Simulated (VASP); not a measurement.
# EuS (Fm-3m) in VASP: band structure with PBE+U

Aim: the band structure of EuS with PBE+U.

Program: VASP 6.6.1. These are calculated values, not measurements. Logs are shortened: lines on timing, memory, paths and dates and some standing lists are left out, and cuts for length are marked.

**1. The crystal as given**

Symmetry: Fm-3m, No. 225, cubic system. Conventional cell: a = 5.969 Å, b = 5.969 Å, c = 5.969 Å, α = 90.00°, β = 90.00°, γ = 90.00°. Around Eu (site symmetry m-3m) lie 6 S at 2.98 Å. S (site symmetry m-3m) is surrounded by 6 Eu at 2.98 Å.

**2. Band structure, PBE+U, collinear spin, ferromagnetic start**

File POSCAR:

```
EuS
1.0
    0.0000000000      2.9845495000      2.9845495000
    2.9845495000      0.0000000000      2.9845495000
    2.9845495000      2.9845495000      0.0000000000
Eu S
1 1
Direct
    0.0000000000      0.0000000000      0.0000000000
    0.5000000000      0.5000000000      0.5000000000
```

File INCAR.step1:

```
  PREC = Accurate
  ENCUT = 520
  EDIFF = 1E-6
  ISMEAR = 0
  SIGMA = 0.02
  LREAL = False
  LASPH = True
  NELM = 100
  ALGO = Normal
  ISIF = 2
  LWAVE = False
  LCHARG = True
  ISPIN = 2
  MAGMOM = 7 0
  LORBIT = 11
  LMAXMIX = 6
  LDAU = True
  LDAUTYPE = 2
  LDAUL = 3 -1
  LDAUU = 6 0
  LDAUJ = 0 0
  LDAUPRINT = 1
  GGA = PE
```

File KPOINTS.step1:

```
Automatic mesh
0
Gamma
  8 8 8
```

File INCAR.step2:

```
  PREC = Accurate
  ENCUT = 520
  EDIFF = 1E-6
  ISMEAR = 0
  SIGMA = 0.05
  LREAL = False
  LASPH = True
  NELM = 100
  ALGO = Normal
  ISIF = 2
  LWAVE = False
  LCHARG = False
  ISPIN = 2
  MAGMOM = 7 0
  LORBIT = 11
  LMAXMIX = 6
  LDAU = True
  LDAUTYPE = 2
  LDAUL = 3 -1
  LDAUU = 6 0
  LDAUJ = 0 0
  LDAUPRINT = 1
  GGA = PE
  ICHARG = 11
```

File KPOINTS.step2:

```
path GXWKGLUWLK,UX
10
line-mode
reciprocal
 0.0000000000  0.0000000000  0.0000000000  G
 0.5000000000  0.0000000000  0.5000000000  X

 0.5000000000  0.0000000000  0.5000000000  X
 0.5000000000  0.2500000000  0.7500000000  W

 0.5000000000  0.2500000000  0.7500000000  W
 0.3750000000  0.3750000000  0.7500000000  K

 0.3750000000  0.3750000000  0.7500000000  K
 0.0000000000  0.0000000000  0.0000000000  G

 0.0000000000  0.0000000000  0.0000000000  G
 0.5000000000  0.5000000000  0.5000000000  L

 0.5000000000  0.5000000000  0.5000000000  L
 0.6250000000  0.2500000000  0.6250000000  U

 0.6250000000  0.2500000000  0.6250000000  U
 0.5000000000  0.2500000000  0.7500000000  W

 0.5000000000  0.2500000000  0.7500000000  W
 0.5000000000  0.5000000000  0.5000000000  L

 0.5000000000  0.5000000000  0.5000000000  L
 0.3750000000  0.3750000000  0.7500000000  K

 0.6250000000  0.2500000000  0.6250000000  U
 0.5000000000  0.0000000000  0.5000000000  X
```

Potentials or basis: VASP PAW PBE potentials, release 64 (Eu, S).

On the command line:

```sh
$ cat potpaw_PBE.64/Eu/POTCAR potpaw_PBE.64/S/POTCAR > POTCAR
$ cp INCAR.step1 INCAR
$ cp KPOINTS.step1 KPOINTS
$ mpirun -np 1 vasp_std > vasp.out
$ cp INCAR.step2 INCAR
$ cp KPOINTS.step2 KPOINTS
$ mpirun -np 1 vasp_std > vasp.out
```

OUTCAR:

```text
PREC = Accurate
   ENCUT = 520
   EDIFF = 1E-6
   ISMEAR = 0
   LREAL = False
   LASPH = True
   NELM = 100
   ISIF = 2
   ISPIN = 2
   LORBIT = 11
   GGA = PE
   ICHARG = 11

 ion  position               nearest neighbor table
   1  0.000  0.000  0.000-   2 2.98   2 2.98   2 2.98   2 2.98   2 2.98   2 2.98
   2  0.500  0.500  0.500-   1 2.98   1 2.98   1 2.98   1 2.98   1 2.98   1 2.98

  LATTYP: Found a face centered cubic cell.
 ALAT       =     5.9690990000

  Lattice vectors:

 A1 = (   0.0000000000,   2.9845495000,   2.9845495000)
 A2 = (   2.9845495000,   0.0000000000,   2.9845495000)
 A3 = (   2.9845495000,   2.9845495000,   0.0000000000)

Analysis of symmetry for initial positions (statically):
=====================================================================
 Subroutine PRICEL returns:
 Original cell was already a primitive cell.

 Routine SETGRP: Setting up the symmetry group for a
 face centered cubic supercell.

 Subroutine GETGRP returns: Found 48 space group operations
 (whereof 48 operations were pure point group operations)
 out of a pool of 48 trial point group operations.

The static configuration has the point symmetry O_h .

Analysis of symmetry for dynamics (positions and initial velocities):
=====================================================================
 Subroutine PRICEL returns:
 Original cell was already a primitive cell.

 Routine SETGRP: Setting up the symmetry group for a
 face centered cubic supercell.

 Subroutine GETGRP returns: Found 48 space group operations
 (whereof 48 operations were pure point group operations)
 out of a pool of 48 trial point group operations.

The dynamic configuration has the point symmetry O_h .

Analysis of structural, dynamic, and magnetic symmetry:
=====================================================================
 Subroutine PRICEL returns:
 Original cell was already a primitive cell.

 Routine SETGRP: Setting up the symmetry group for a
 face centered cubic supercell.

 Subroutine GETGRP returns: Found 48 space group operations
 (whereof 48 operations were pure point group operations)
 out of a pool of 48 trial point group operations.

The overall configuration has the point symmetry O_h .

 Subroutine INISYM returns: Found 48 space group operations
 (whereof 48 operations are pure point group operations),
 and found     1 'primitive' translations

----------------------------------------------------------------------------------------

                                     Primitive cell

  volume of cell :      53.1700

  direct lattice vectors                    reciprocal lattice vectors
     0.000000000  2.984549500  2.984549500    -0.167529471  0.167529471  0.167529471
     2.984549500  0.000000000  2.984549500     0.167529471 -0.167529471  0.167529471
     2.984549500  2.984549500  0.000000000     0.167529471  0.167529471 -0.167529471

  length of vectors
     4.220790380  4.220790380  4.220790380     0.290169556  0.290169556  0.290169556

  position of ions in fractional coordinates (direct lattice)
     0.000000000  0.000000000  0.000000000
     0.500000000  0.500000000  0.500000000

  ion indices of the primitive-cell ions
   primitive index   ion index
                 1           1
                 2           2

[... 85 lines left out ...]
     AMIX_MAG =   1.60;   BMIX_MAG =  1.00
  volume/ion in A,a.u.               =      26.58       179.40
  Fermi-wavevector in a.u.,A,eV,Ry     =   1.238118  2.339704 20.856859  1.532936
  Thomas-Fermi vector in A             =   2.372657
   LORBIT       =     11    0 simple, 1 ext, 2 COOP (PROOUT), +10 PAW based schemes
 LDA+U is selected, type is set to LDAUTYPE =  2
   angular momentum for each species LDAUL =     3   -1
   U (eV)           for each species LDAUU =   6.0  0.0
   J (eV)           for each species LDAUJ =   0.0  0.0
   GGA     = PE    functional components
   LHFCALC =     F    Hartree Fock is set to
   AEXX    =    0.0000 exact exchange contribution
   IVDW    =     0    specifies the selected vdW correction
   LEPSILON=     F    determine dielectric tensor
   LRPA    =     F    only Hartree local field effects (RPA)
 spin polarized calculation
 Gauss-broadening in eV      SIGMA  =   0.05
  energy-cutoff  :      520.00
  volume of cell :       53.17
 maximum number of plane-waves:      1459
 NGX is ok and might be reduce to    32

atom =   1  type =  1  l = 3

 onsite density matrix

spin component  1

  0.9750  0.0000 -0.0009  0.0000 -0.0000 -0.0000  0.0000
  0.0000  0.9756 -0.0000  0.0000  0.0000  0.0000  0.0000
 -0.0009 -0.0000  0.9755 -0.0000  0.0000  0.0000 -0.0000
  0.0000  0.0000 -0.0000  0.9742 -0.0000  0.0000 -0.0000
 -0.0000  0.0000  0.0000 -0.0000  0.9755 -0.0000  0.0009
 -0.0000  0.0000  0.0000  0.0000 -0.0000  0.9762 -0.0000
  0.0000  0.0000 -0.0000 -0.0000  0.0009 -0.0000  0.9750

spin component  2

  0.0018 -0.0000  0.0009 -0.0000  0.0000  0.0000 -0.0000
 -0.0000  0.0000  0.0000 -0.0000  0.0000 -0.0000  0.0000
  0.0009  0.0000  0.0014 -0.0000  0.0000 -0.0000 -0.0000
 -0.0000 -0.0000 -0.0000  0.0025  0.0000 -0.0000 -0.0000
  0.0000  0.0000  0.0000  0.0000  0.0014  0.0000 -0.0009
  0.0000 -0.0000 -0.0000 -0.0000  0.0000  0.0007 -0.0000
 -0.0000  0.0000 -0.0000 -0.0000 -0.0009 -0.0000  0.0018

 occupancies and eigenvectors

  o =  0.0000  v =  0.0000  0.0000  0.0000  0.0000  0.0000  0.0000  0.0000 -0.0000 -1.0000  0.0000 -0.0000  0.0000 -0.0000  0.0000      0.0000  0.0000  0.0000  0.0000  0.0000  0.0000  0.0000  0.0000  0.0000  0.0000  0.0000  0.0000  0.0000  0.0000
  o =  0.0007  v =  0.0000  0.0000  0.0000  0.0000  0.0000  0.0000  0.0000 -0.0000 -0.0000  0.0000  0.0000 -0.0000  1.0000 -0.0000      0.0000  0.0000  0.0000  0.0000  0.0000  0.0000  0.0000  0.0000  0.0000  0.0000  0.0000  0.0000  0.0000  0.0000
  o =  0.0007  v =  0.0000  0.0000  0.0000  0.0000  0.0000  0.0000  0.0000 -0.6124  0.0000  0.7906 -0.0000 -0.0007 -0.0000 -0.0005      0.0000  0.0000  0.0000  0.0000  0.0000  0.0000  0.0000  0.0000  0.0000  0.0000  0.0000  0.0000  0.0000  0.0000
  o =  0.0007  v =  0.0000  0.0000  0.0000  0.0000  0.0000  0.0000  0.0000  0.0005 -0.0000 -0.0007  0.0000 -0.7906 -0.0000 -0.6124      0.0000  0.0000  0.0000  0.0000  0.0000  0.0000  0.0000  0.0000  0.0000  0.0000  0.0000  0.0000  0.0000  0.0000
  o =  0.0025  v =  0.0000  0.0000  0.0000  0.0000  0.0000  0.0000  0.0000 -0.7906  0.0000 -0.6124 -0.0000  0.0019  0.0000 -0.0024      0.0000  0.0000  0.0000  0.0000  0.0000  0.0000  0.0000  0.0000  0.0000  0.0000  0.0000  0.0000  0.0000  0.0000
  o =  0.0025  v =  0.0000  0.0000  0.0000  0.0000  0.0000  0.0000  0.0000  0.0024  0.0000  0.0019 -0.0000  0.6124  0.0000 -0.7906      0.0000  0.0000  0.0000  0.0000  0.0000  0.0000  0.0000  0.0000  0.0000  0.0000  0.0000  0.0000  0.0000  0.0000
  o =  0.0025  v =  0.0000  0.0000  0.0000  0.0000  0.0000  0.0000  0.0000 -0.0000 -0.0000 -0.0000  1.0000  0.0000 -0.0000 -0.0000      0.0000  0.0000  0.0000  0.0000  0.0000  0.0000  0.0000  0.0000  0.0000  0.0000  0.0000  0.0000  0.0000  0.0000
  o =  0.9742  v = -0.0062 -0.0000 -0.0048 -0.0000 -0.6124  0.0000  0.7905  0.0000  0.0000  0.0000  0.0000  0.0000  0.0000  0.0000      0.0000  0.0000  0.0000  0.0000  0.0000  0.0000  0.0000  0.0000  0.0000  0.0000  0.0000  0.0000  0.0000  0.0000
  o =  0.9742  v =  0.7905  0.0000  0.6124 -0.0000 -0.0048 -0.0000  0.0062  0.0000  0.0000  0.0000  0.0000  0.0000  0.0000  0.0000      0.0000  0.0000  0.0000  0.0000  0.0000  0.0000  0.0000  0.0000  0.0000  0.0000  0.0000  0.0000  0.0000  0.0000
  o =  0.9742  v =  0.0000 -0.0000  0.0000  1.0000 -0.0000 -0.0000  0.0000  0.0000  0.0000  0.0000  0.0000  0.0000  0.0000  0.0000      0.0000  0.0000  0.0000  0.0000  0.0000  0.0000  0.0000  0.0000  0.0000  0.0000  0.0000  0.0000  0.0000  0.0000
  o =  0.9756  v = -0.0000  1.0000  0.0000  0.0000 -0.0000  0.0000 -0.0000  0.0000  0.0000  0.0000  0.0000  0.0000  0.0000  0.0000      0.0000  0.0000  0.0000  0.0000  0.0000  0.0000  0.0000  0.0000  0.0000  0.0000  0.0000  0.0000  0.0000  0.0000
  o =  0.9762  v = -0.0000  0.0000  0.0000 -0.0000  0.0000 -1.0000  0.0000  0.0000  0.0000  0.0000  0.0000  0.0000  0.0000  0.0000      0.0000  0.0000  0.0000  0.0000  0.0000  0.0000  0.0000  0.0000  0.0000  0.0000  0.0000  0.0000  0.0000  0.0000
  o =  0.9762  v =  0.0009 -0.0000 -0.0011  0.0000 -0.7906 -0.0000 -0.6124  0.0000  0.0000  0.0000  0.0000  0.0000  0.0000  0.0000      0.0000  0.0000  0.0000  0.0000  0.0000  0.0000  0.0000  0.0000  0.0000  0.0000  0.0000  0.0000  0.0000  0.0000
  o =  0.9762  v = -0.6124 -0.0000  0.7906 -0.0000 -0.0011  0.0000 -0.0009  0.0000  0.0000  0.0000  0.0000  0.0000  0.0000  0.0000      0.0000  0.0000  0.0000  0.0000  0.0000  0.0000  0.0000  0.0000  0.0000  0.0000  0.0000  0.0000  0.0000  0.0000

 number of electron      23.0000006 magnetization       7.0000008

 Free energy of the ion-electron system (eV)
  ---------------------------------------------------
  ext. energy  EPLUGINS =         0.00000000
  ---------------------------------------------------
  free energy    TOTEN  =       -18.66555541 eV

  energy without entropy =      -18.66555541  energy(sigma->0) =      -18.66555541

 E-fermi :   3.4169     XC(G=0):  -9.5258

 val. band max:        3.1809380289   @ k =   0.0000   0.0000   0.0000
 cond. band min:       3.6330364363   @ k =   0.5000   0.0000   0.5000
 fundamental gap:      0.4520984074
 Fermi energy:         3.4169106599

 spin component 1

 k-point     1 :       0.0000    0.0000    0.0000
  band No.  band energies     occupation
      1     -36.4441      1.00000
      2     -15.3277      1.00000
      3     -15.3277      1.00000
      4     -15.3277      1.00000
      5      -9.1797      1.00000
      6       1.2263      1.00000
[... 1049 lines left out ...]
     18      13.0295      0.00000
     19      13.0437      0.00000

 [... further k-points ...]

------------------------ aborting loop because EDIFF is reached ----------------------------------------

  FORCE on cell =-STRESS in cart. coord.  units (eV):
  Direction    XX          YY          ZZ          XY          YZ          ZX
  --------------------------------------------------------------------------------------
  -------------------------------------------------------------------------------------
  Total        1.2897683      1.2897683      1.2897683      0.0000000      0.0000000     -0.0000000
  in kB       38.8647548     38.8647548     38.8647548      0.0000000      0.0000000     -0.0000000
  external PRESSURE =      38.8647548 kB  Pullay stress =       0.0000000 kB

 VOLUME and BASIS-vectors are now :
 -----------------------------------------------------------------------------
  energy-cutoff  :      520.00
  volume of cell :       53.17
      direct lattice vectors                 reciprocal lattice vectors
     0.000000000  2.984549500  2.984549500    -0.167529471  0.167529471  0.167529471
     2.984549500  0.000000000  2.984549500     0.167529471 -0.167529471  0.167529471
     2.984549500  2.984549500  0.000000000     0.167529471  0.167529471 -0.167529471

 POSITION                                       TOTAL-FORCE (eV/Angst)
 -----------------------------------------------------------------------------------
      0.00000      0.00000      0.00000         0.000000     -0.000000     -0.000000
      2.98455      2.98455      2.98455         0.000000      0.000000      0.000000
 -----------------------------------------------------------------------------------
    total drift:                                0.000000     -0.000000     -0.000000

  FREE ENERGIE OF THE ION-ELECTRON SYSTEM (eV)
  ---------------------------------------------------
  free  energy   TOTEN  =       -18.6655554078 eV

  energy  without entropy=      -18.6655554078  energy(sigma->0) =      -18.66555541

 total charge

# of ion       s       p       d       f       tot
--------------------------------------------------
    1        2.020   5.810   0.201   6.838  14.870
    2        1.311   2.502   0.000   0.000   3.813
--------------------------------------------------
tot          3.331   8.312   0.201   6.838  18.683

 magnetization (x)

# of ion       s       p       d       f       tot
--------------------------------------------------
    1       -0.017  -0.118   0.037   6.818   6.720
    2       -0.006  -0.050   0.000   0.000  -0.056
--------------------------------------------------
tot         -0.023  -0.168   0.037   6.818   6.663
```

Run time: 2.4 min. Hardware: 1 thread of AMD EPYC 9R45 (Zen 5), shared host; peak memory 0.3 GiB.

Results:

- Band gap on the k mesh: 0.45 eV, indirect (least direct gap 0.72 eV)
- Band gap along the path: 0.45 eV, indirect (least direct gap 0.72 eV)
- Net moment: 7.00 μB per cell

Caveat: the log is that of the step along the path at fixed density, whose energy, stress, charges and moments have no meaning; spin-orbit coupling is left out, which moves the levels of the heavy elements; a cell with one magnetic atom can't hold antiferromagnetic order, which such compounds often take.
